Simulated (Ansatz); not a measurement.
Choice of functional: TlCl

```
Tl Cl
1.0
     3.83400    0.00000    0.00000
     0.00000    3.83400    0.00000
     0.00000    0.00000    3.83400
Tl Cl
1 1
Cartesian
  0.0000 0.0000 0.0000
  1.9170 1.9170 1.9170
```

Atoms are numbered in the order listed.

The cell is COD entry 9008794, as deposited and not checked against the literature; nothing was relaxed. It is an old determination, and later ones may differ.

Spin–orbit coupling is left out, though it moves levels of the heavy atoms by tenths of an eV or more.

One fixed cell is solved with several functionals by frozen-core PAW in Ansatz 0.2.0, scalar-relativistically. A positive pressure means that the functional wants a larger cell.

The PAW files were made with PBE; their cores are remade for each functional.

Sampling and basis: a Γ-centred 8×8×8 k mesh, Fermi–Dirac smearing of 0.02 eV, cutoff 420 eV, no spin polarisation.

Cutoffs: PBE 420 eV, LDA 420 eV, PBEsol 420 eV, r²SCAN 500 eV.

(1) Order the settings by the pressure that they give at this fixed cell, lowest first.
A. LDA
B. r²SCAN
C. PBEsol
D. PBE

Answers

(1) A (-3.16 GPa), C (-1.35 GPa), B (0.10 GPa), D (1.29 GPa).
